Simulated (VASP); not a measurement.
# CdS (Hawleyite) (F-43m) in VASP: further runs, part 3 of 3

VASP 6.6.1.

## 6. G0W0 quasiparticle levels, PBE

POSCAR

```
CdS
1.0
    0.0000000000      2.9165000000      2.9165000000
    2.9165000000      0.0000000000      2.9165000000
    2.9165000000      2.9165000000      0.0000000000
Cd S
1 1
Direct
    0.0000000000      0.0000000000      0.0000000000
    0.7500000000      0.7500000000      0.7500000000
```

INCAR.step1

```
PREC     = Accurate       # precision mode
ENCUT    = 450            # plane-wave cutoff, eV
EDIFF    = 1E-8           # SCF threshold, eV
ISMEAR   = 0              # smearing method
SIGMA    = 0.01           # smearing width, eV
LREAL    = F              # projectors in reciprocal space
LASPH    = T              # aspherical terms in the spheres
NELM     = 60             # most SCF steps
ALGO     = Normal         # electronic algorithm
LWAVE    = T              # write WAVECAR
LCHARG   = F              # write CHGCAR
GGA      = PE             # functional
```

INCAR.step2

```
PREC     = Accurate       # precision mode
ENCUT    = 450            # plane-wave cutoff, eV
EDIFF    = 1E-8           # SCF threshold, eV
ISMEAR   = 0              # smearing method
SIGMA    = 0.01           # smearing width, eV
LREAL    = F              # projectors in reciprocal space
LASPH    = T              # aspherical terms in the spheres
NELM     = 1              # most SCF steps
ALGO     = Exact          # electronic algorithm
LWAVE    = T              # write WAVECAR
LCHARG   = F              # write CHGCAR
GGA      = PE             # functional
NBANDS   = 68             # bands
LOPTICS  = T              # frequency-dependent dielectric function
ISTART   = 1
```

INCAR.step3

```
PREC     = Accurate       # precision mode
ENCUT    = 450            # plane-wave cutoff, eV
EDIFF    = 1E-8           # SCF threshold, eV
ISMEAR   = 0              # smearing method
SIGMA    = 0.01           # smearing width, eV
LREAL    = F              # projectors in reciprocal space
LASPH    = T              # aspherical terms in the spheres
ALGO     = EVGW0          # electronic algorithm
LWAVE    = F              # write WAVECAR
LCHARG   = F              # write CHGCAR
GGA      = PE             # functional
NELMGW   = 1            
NBANDS   = 68             # bands
ENCUTGW  = 150            # cutoff of the response function
NOMEGA   = 48             # frequency points
PRECFOCK = Fast         
ISTART   = 1            
NBANDSGW = 17
```

KPOINTS

```
Automatic mesh
0
Gamma
  5 5 5
```

Potentials or basis: VASP PAW PBE potentials, release 64 (Cd_GW, S_GW).

Run with:

```
$ cat potpaw_PBE.64/Cd_GW/POTCAR potpaw_PBE.64/S_GW/POTCAR > POTCAR
$ cp INCAR.step1 INCAR
$ mpirun -np 1 vasp_std > vasp.out
$ cp INCAR.step2 INCAR
$ mpirun -np 1 vasp_std > vasp.out
$ cp INCAR.step3 INCAR
$ mpirun -np 1 vasp_std > vasp.out
```

OUTCAR:

```text
PREC = Accurate
   ENCUT = 450
   EDIFF = 1E-8
   ISMEAR = 0
   LREAL = F
   LASPH = T
   GGA = PE
   NELMGW = 1
   ENCUTGW = 150
   PRECFOCK = Fast
   ISTART = 1

 Found     10 irreducible k-points:

 Following reciprocal coordinates:
            Coordinates               Weight
  0.000000  0.000000  0.000000      1.000000
  0.200000  0.000000  0.000000      8.000000
  0.400000  0.000000  0.000000      8.000000
  0.200000  0.200000  0.000000      6.000000
  0.400000  0.200000  0.000000     24.000000
 -0.400000  0.200000  0.000000     24.000000
   k-points           NKPTS =     10   k-points in BZ     NKDIM =    125   number of bands    NBANDS=     68
   number of dos      NEDOS =    301   number of ions     NIONS =      2
   total plane-waves  NPLWV =  27000
   dimension x,y,z NGX =    30 NGY =   30 NGZ =   30
   dimension x,y,z NGXF=    60 NGYF=   60 NGZF=   60
   ions per type =               1   1
   NGX,Y,Z   is equivalent  to a cutoff of  12.09, 12.09, 12.09 a.u.
   NGXF,Y,Z  is equivalent  to a cutoff of  24.18, 24.18, 24.18 a.u.
 SYSTEM =  unknown system
[... 32 lines left out ...]
  Thomas-Fermi vector in A             =   2.304097
   LORBIT       =      0    0 simple, 1 ext, 2 COOP (PROOUT), +10 PAW based schemes
   GGA     = PE    functional components
   LHFCALC =     T    Hartree Fock is set to
   PRECFOCK=fast      Normal, Fast or Accurate (Low or Medium for compatibility)
   ENCUT4O =  -1.0   cutoff for four orbital integrals eV
   NKREDX  =     1    reduce k-point grid by
   NKREDY  =     1    reduce k-point grid by
   NKREDZ  =     1    reduce k-point grid by
   AEXX    =    1.0000 exact exchange contribution
   HFSCREEN=    0.0000 screening length (either q_TF or 0.3 A-1)
   HFSCREENC=   0.0000 screening length for correlation (either q_TF or 0.3 A-1)
   ENCUTFOCK=  -1.0 apply spherical cutoff to Coloumb kernel
   IVDW    =     0    specifies the selected vdW correction
   LEPSILON=     F    determine dielectric tensor
   LRPA    =     F    only Hartree local field effects (RPA)
   LRPAFORCE           =     F    calculate RPA forces
   ENCUTGW             = 150.0    cutoff for response function in eV
   ENCUTGWSOFT         = 120.0    soft cutoff for Coulomb kernel in GW response function in eV
   ENCUTLF             =  -1.0    cutoff for local field effects
   NELMGW              =     1    number of iterations in solving QP/BSE equation
   NELMHF              =     1    number of iterations in the inner HF iteration
   NKREDLFX            =     1    NKREDLFY  =   1   NKREDLFZ  =   1
 non-spin polarized calculation
 Gauss-broadening in eV      SIGMA  =   0.01
  energy-cutoff  :      450.00
  volume of cell :       49.62
 maximum number of plane-waves:      1082
 NGX is ok and might be reduce to    30
  NGX = 16; NGY = 16; NGZ = 16
   NGX = 15   NGY = 15   NGZ = 15
 maximum number of plane-waves:       210

 QP shifts <psi_nk| G(iteration)W_0 |psi_nk>: iteration 1
 for sc-GW calculations column KS-energies equals QP-energies in previous step
 and V_xc(KS)=  KS-energies - (<T + V_ion + V_H > + <T+V_H+V_ion>^1  + <V_x>^1)

 k-point   1 :       0.0000    0.0000    0.0000
  band No.  KS-energies  QP-energies   sigma(KS)   V_xc(KS)     V^pw_x(r,r')   Z            occupation Imag(sigma)

      1      -9.7094      -9.9622     -13.4146     -13.0015     -20.9217       0.6120       2.0000       1.0637
      2      -5.0729      -6.7561     -17.5395     -15.1646     -22.8953       0.7087       2.0000       0.2382
      3      -5.0729      -6.7561     -17.5395     -15.1646     -22.8953       0.7087       2.0000       0.2382
      4      -5.0729      -6.7561     -17.5395     -15.1646     -22.8953       0.7087       2.0000       0.2382
      5      -4.5937      -6.4193     -18.0292     -15.4981     -23.2279       0.7213       2.0000       0.1830
      6      -4.5937      -6.4193     -18.0292     -15.4981     -23.2279       0.7213       2.0000       0.1830
[... 102 lines left out ...]
      4      -4.6087      -6.4267     -17.9661     -15.4493     -23.1837       0.7224       2.0000       0.1922
      5      -4.5708      -6.3973     -18.0503     -15.5234     -23.2658       0.7228       2.0000       0.1869
      6      -4.1305      -5.7911     -17.8514     -15.5487     -23.0947       0.7211       2.0000       0.2218
[... 9 lines left out ...]
     16      15.6302      16.0697      -8.3617      -8.9381      -3.2630       0.7626       0.0000      -0.4075
     17      16.8056      17.4889      -9.5042     -10.4024      -3.9747       0.7608       0.0000      -0.6210

 [... further k-points ...]
```

OUTCAR.step1:

```text
PREC = Accurate
   ENCUT = 450
   EDIFF = 1E-8
   ISMEAR = 0
   LREAL = F
   LASPH = T
[... 206 lines left out ...]
 -----------------------------------------------------------------------------------
      0.00000      0.00000      0.00000        -0.000000     -0.000000     -0.000000
      4.37475      4.37475      4.37475         0.000000      0.000000      0.000000
 -----------------------------------------------------------------------------------
    total drift:                               -0.000000     -0.000000     -0.000000

  FREE ENERGIE OF THE ION-ELECTRON SYSTEM (eV)
  ---------------------------------------------------
  free  energy   TOTEN  =        -6.1547974151 eV

  energy  without entropy=       -6.1547974151  energy(sigma->0) =       -6.15479742
```

OUTCAR.step2:

```text
PREC = Accurate
   ENCUT = 450
   EDIFF = 1E-8
   ISMEAR = 0
   LREAL = F
[... 591 lines left out ...]
     0.00000     8.77698     8.77698     8.77698    -0.00000     0.00000    -0.00000
     0.85831    11.56201    11.56201    11.56201    -0.00000     0.00000    -0.00000
     1.71662     5.47327     5.47327     5.47327    -0.00000     0.00000    -0.00000
     2.57493    10.43492    10.43492    10.43492    -0.00000     0.00000    -0.00000
     3.43324     8.69075     8.69075     8.69075    -0.00000    -0.00000    -0.00000
     4.29155     3.17896     3.17896     3.17896    -0.00000    -0.00000     0.00000
[... 92 lines left out ...]
    84.11441     0.90477     0.90477     0.90477     0.00000     0.00000    -0.00000
    84.97272     0.90730     0.90730     0.90730     0.00000     0.00000    -0.00000
```

It took 2.9 min on 1 thread of Intel Xeon 6975P-C (Granite Rapids), shared host; peak memory 0.42 GiB.

The run converged, but some of its settings lie outside the range that counts as converged, so its numbers aren't taken as properties of the crystal.

What came out:

| Item | Value |
| --- | --- |
| Band gap on the k mesh, mean-field level | 1.14 eV, direct |
| Quasiparticle gap | 1.93 eV |
| Least direct quasiparticle gap | 1.93 eV |

Caveat: bands, screening cutoff and mesh are small and nothing is extrapolated, so the quasiparticle values aren't converged.
